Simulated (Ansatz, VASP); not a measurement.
Se in VASP and in Ansatz

```
CELL_PARAMETERS angstrom
1.97455 1.14001 1.61209
-1.97455 1.14001 1.61209
0.00000 -2.28002 1.61209
ATOMIC_POSITIONS crystal
Se 0.00000 0.00000 0.00000
```

Alike in both runs: functional PBE; k mesh 16 × 16 × 16; occupations gaussian, width 0.05 eV; no spin polarisation.

Ansatz relaxed the structure, and its values are those at the end. VASP's run is a single point on that final structure, the one shown.

|  | VASP | Ansatz |
| --- | --- | --- |
| version | VASP 6.6.1 | Ansatz 0.2.0 |
| potentials or method | VASP PAW PBE potentials, release 64 (Se) | scalar-relativistic, plane waves, PAW |
| plane-wave cutoff (eV) | 520 | 420 |
| valence electrons in the cell | 6 | 16 |

VASP gave:

* gap on the k mesh at the Fermi level (eV): none
* pressure (GPa): 3.2

Problem. Estimate Ansatz's values.

Solution. gap on the k mesh at the Fermi level (eV): none; pressure (GPa): 3.1.

A gap of «none» marks a metal or a gap that the smearing closes. The two sets of potentials don't hold the same shells in valence.
